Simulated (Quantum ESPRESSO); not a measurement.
Moving the pressure in FeO

The cell as given:

```cif
data_structure
_symmetry_space_group_name_H-M 'P 1'
_symmetry_Int_Tables_number 1
_cell_length_a 3.0699
_cell_length_b 3.0699
_cell_length_c 3.0699
_cell_angle_alpha 59.307
_cell_angle_beta 59.307
_cell_angle_gamma 59.307
_cell_volume 20.13
loop_
_atom_site_label
_atom_site_type_symbol
_atom_site_fract_x
_atom_site_fract_y
_atom_site_fract_z
_atom_site_occupancy
Fe1 Fe 0.00000 0.00000 0.00000 1
O1 O 0.50000 0.50000 0.50000 1
```

Kept alike: task relaxation of cell and atoms; functional PBEsol; k mesh 9 × 9 × 9; occupations fermi-dirac, width 0.05 eV; collinear spin, ferromagnetic start. Program: Quantum ESPRESSO, GBRV 1.5 PBEsol, cutoff 871 eV. The mesh is that of the run's cell of 2 atoms. No spin-orbit coupling.

| pressure, P (GPa) | volume (Å³/atom) | largest site moment (μB) |
| --- | --- | --- |
| 0 | 9.572 | 3.44 |
| 2 | 9.482 | 3.43 |
| 5 | 9.358 | 3.42 |
| 10 | 9.164 | 3.41 |
| 20 | 8.787 | 3.32 |

The relaxations keep at least the cell's symmetry (R-3m). For a metal such a mesh leaves the last digits unconverged. The measured crystal is an antiferromagnetic insulator; a metallic or parallel state is the runs' own. Runs of this series that gave no sound value for these columns are left out. The runs follow the start's structure, whether or not it is the stable one at these pressures. P is the pressure aimed at, which the runs meet within some hundredths to tenths of a GPa. The runs hold the magnetic state that their start led to, which needn't be the lowest. Site moments count inside each atom's sphere or projector.

Task: What does the pressure change here?

Result: The volume falls from 9.572 to 8.787 Å³/atom between 0 and 20 GPa. The volume falls ever more slowly, since the solid stiffens under load. At the pressures aimed at, which the runs meet within some tenths of a GPa, the step from 0 to 5 GPa gives a mean bulk modulus near 221 GPa, the last step 238 GPa. The largest site moment falls from 3.44 to 3.32 μB between 0 and 20 GPa.
